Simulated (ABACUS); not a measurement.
W:

```
W
1.0
    -1.58234    1.58234    1.58234
     1.58234   -1.58234    1.58234
     1.58234    1.58234   -1.58234
W
1
Direct
  0.00000 0.00000 0.00000
```

Base run:

```yaml
Program: ABACUS 3.10.1
Functional: TM
Potentials_or_basis: SG15 ONCV 1.2 PBE
Cutoff: 1170 eV
Density_cutoff: 4680 eV
Basis: plane waves
k_mesh: 8 × 8 × 8
Occupations: fermi-dirac, width 0.05 eV
Spin: no spin polarisation
```

Its results: band gap on the k mesh none (metal or under the smearing width); pressure -7.1 GPa.

Problem. The run is repeated on the same cell with these changes: functional from TM to revTPSS. What comes out?

Solution. Band gap on the k mesh none (metal or under the smearing width); pressure -3.9 GPa.

Caveats: the potentials were made for another functional, which shifts forces and pressure.

Not every run made on this cell is shown here.
